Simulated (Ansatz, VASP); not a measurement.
## Two plane-wave programs on W

```
W
1.0
    -1.59227    1.59227    1.59227
     1.59227   -1.59227    1.59227
     1.59227    1.59227   -1.59227
W
1
Direct
  0.00000 0.00000 0.00000
```

Alike in both runs: functional PBE; k mesh 14 × 14 × 14; occupations fermi-dirac, width 0.08 eV; no spin polarisation.

Ansatz relaxed the structure, and its values are those at the end. VASP's run is a single point on that final structure, the one shown.

|  | VASP | Ansatz |
| --- | --- | --- |
| version | VASP 6.6.1 | Ansatz 0.2.0 |
| potentials or method | VASP PAW PBE potentials, release 64 (W_sv) | PAW with Ansatz's default frozen-core files, scalar-relativistic |
| plane-wave cutoff (eV) | 520 | 420 |
| valence electrons in the cell | 14 | 14 |

VASP gave:

- pressure (GPa): 0.5

Question: What did Ansatz give for the same quantities?

Answer: Pressure (GPa): 0.0.

The functional is the same, so the differences come from potentials, cutoffs and numerics.

Spin-orbit coupling is left out, which matters for the levels of W.
